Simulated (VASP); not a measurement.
## VASP 6.6.1 run: LiH

INCAR

```
NELM = 55
LASPH = .TRUE.
LREAL = .FALSE.
LWAVE = .FALSE.
AMIX = 0.1
LCHARG = .FALSE.
NSW = 0
GGA = PE
ISMEAR = -1
ISYM = 0
IBRION = -1
NBANDS = 9
ISIF = 2
ENCUT = 520
SIGMA = 0.02
EDIFF = 1E-7
PREC = Accurate
```

KPOINTS

```
KPOINTS created by Atomic Simulation Environment
0
Gamma
4 4 4
0 0 0
```

POSCAR

```
Li H
 1.0000000000000000
     0.0596000000000000    2.0196999999999998    2.0424000000000002
     2.0194000000000001    0.0589000000000000    2.0432000000000001
     2.0413000000000001    2.0424000000000002    0.0370000000000000
 Li  H
   1   1
Cartesian
  0.0935570900000000  2.0142679900000000  2.0287012200000003
  2.0126144500000001  2.0743219499999999  2.0364919000000006
```

The recommended PBE PAW datasets give the neutral cell 4 valence electrons.

Command

```
mpirun -np 1 vasp_std
```

OSZICAR

```
N       E                     dE             d eps       ncg     rms          rms(c)
DAV:   1    -0.176756819268E+01   -0.17676E+01   -0.14741E+03   648   0.398E+02
DAV:   2    -0.629505753439E+01   -0.45275E+01   -0.45031E+01   911   0.536E+01
DAV:   3    -0.635227579086E+01   -0.57218E-01   -0.57191E-01   779   0.531E+00
DAV:   4    -0.635243876975E+01   -0.16298E-03   -0.16296E-03   910   0.273E-01
DAV:   5    -0.635243929427E+01   -0.52451E-06   -0.52450E-06   755   0.129E-02    0.290E+00
DAV:   6    -0.628852417727E+01    0.63915E-01   -0.11130E-02   773   0.352E-01    0.251E+00
DAV:   7    -0.610052308957E+01    0.18800E+00   -0.51961E-01   740   0.234E+00    0.251E-01
DAV:   8    -0.610174285882E+01   -0.12198E-02   -0.95388E-03   702   0.743E-01    0.224E-01
DAV:   9    -0.610310972214E+01   -0.13669E-02   -0.10214E-03   820   0.166E-01    0.477E-02
DAV:  10    -0.610315290098E+01   -0.43179E-04   -0.16525E-04   953   0.621E-02    0.107E-02
DAV:  11    -0.610315389032E+01   -0.98934E-06   -0.25619E-06   727   0.109E-02    0.848E-03
DAV:  12    -0.610315444178E+01   -0.55146E-06   -0.43741E-06   729   0.925E-03    0.474E-04
DAV:  13    -0.610315446023E+01   -0.18456E-07   -0.11211E-07   787   0.263E-03
   1 F= -.61031545E+01 E0= -.61031545E+01  d E =-.197582E-10
```

From OUTCAR

```
k-points           NKPTS =     36   k-points in BZ     NKDIM =     36   number of bands    NBANDS=      9

   NELECT =       4.0000    total number of electrons

   dimension x,y,z NGX =    24 NGY =   24 NGZ =   24
   dimension x,y,z NGXF=    48 NGYF=   48 NGZF=   48

  energy-cutoff  :      520.00
  volume of cell :       16.20
      direct lattice vectors                 reciprocal lattice vectors
     0.059600000  2.019700000  2.042400000    -0.257421886  0.252806149  0.247135608
     2.019400000  0.058900000  2.043200000     0.252843335 -0.257180782  0.246944067
     2.041300000  2.042400000  0.037000000     0.247269149  0.247040428 -0.251510377

 k-points in reciprocal lattice and weights: KPOINTS created by Atomic Simulation Env
   0.00000000  0.00000000  0.00000000       0.016
   0.25000000  0.00000000 -0.00000000       0.031
   0.50000000  0.00000000 -0.00000000       0.016
  -0.00000000  0.25000000  0.00000000       0.031
   0.25000000  0.25000000  0.00000000       0.031
   0.50000000  0.25000000 -0.00000000       0.031
  -0.25000000  0.25000000 -0.00000000       0.031
  -0.00000000  0.50000000  0.00000000       0.016
   ...

 E-fermi :   0.5236

 k-point     1 :       0.0000    0.0000    0.0000
  band No.  band energies     occupation
      1     -44.2468      2.00000
      2      -5.3322      2.00000
      3      15.8641      0.00000
      4      17.1415      0.00000
      5      18.0983      0.00000
      6      18.5773      0.00000
      7      21.7336      0.00000
      8      22.8000      0.00000
      9      23.3601      0.00000

 k-point     2 :       0.2500    0.0000   -0.0000
  band No.  band energies     occupation
      1     -44.2225      2.00000
      2      -4.2235      2.00000
      3      10.0841      0.00000
      4      14.8013      0.00000
      5      16.1398      0.00000
      6      16.7246      0.00000
      7      21.8868      0.00000
      8      22.1088      0.00000
      9      23.3484      0.00000

 k-point     3 :       0.5000    0.0000   -0.0000
  band No.  band energies     occupation
      1     -44.1980      2.00000
      2      -2.3829      2.00000
      3       5.1209      0.00000
      4      13.4178      0.00000
      5      16.1301      0.00000
      6      16.3642      0.00000
      7      18.6177      0.00000
      8      19.0486      0.00000
      9      27.0715      0.00000

 k-point     4 :      -0.0000    0.2500    0.0000
  band No.  band energies     occupation
      1     -44.2226      2.00000
      2      -4.2243      2.00000
      3      10.0631      0.00000
      4      14.8174      0.00000
      5      16.1379      0.00000
      6      16.7475      0.00000
      7      21.8713      0.00000
      8      22.1274      0.00000
      9      23.3567      0.00000

 k-point     5 :       0.2500    0.2500    0.0000
  band No.  band energies     occupation
      1     -44.2176      2.00000
      2      -3.8201      2.00000
      3      10.2463      0.00000
      4      12.5208      0.00000
      5      13.8604      0.00000
      6      16.2919      0.00000
      7      17.9065      0.00000
      8      26.5418      0.00000
      9      29.8084      0.00000

 ...

  Total        0.0678576      0.0047073     -0.0864512     -0.1992700     -0.0905204     -0.0942195
  in kB        6.7101090      0.4654774     -8.5487441    -19.7048529     -8.9511227     -9.3169149
  external PRESSURE =      -0.4577192 kB  Pullay stress =       0.0000000 kB

 POSITION                                       TOTAL-FORCE (eV/Angst)
 -----------------------------------------------------------------------------------
      0.09356      2.01427      2.02870        -0.087525      0.019009     -0.008101
      2.01261      2.07432      2.03649         0.087525     -0.019009      0.008101
 -----------------------------------------------------------------------------------
    total drift:                               -0.000135     -0.000152     -0.000079

  FREE ENERGIE OF THE ION-ELECTRON SYSTEM (eV)
  ---------------------------------------------------
  free  energy   TOTEN  =        -6.1031544602 eV

  energy  without entropy=       -6.1031544602  energy(sigma->0) =       -6.10315446
```

It converged. Results: gap between bands v and c on the k mesh 2.84 eV; least direct gap on the k mesh 2.94 eV; pressure 0.0 GPa; largest force 0.09 eV/Å. Band v is the last that the valence electrons fill when counted band by band, and c is the next.

These settings aren't sound, so the numbers aren't properties of the crystal.

On sound settings PBE gives a gap of 2.85 eV on its mesh and a pressure of -0.4 GPa for the intended cell.

The run took about 2.5 s on one core of a shared host (Intel Xeon 6975P-C) and held 0.13 GiB at most.
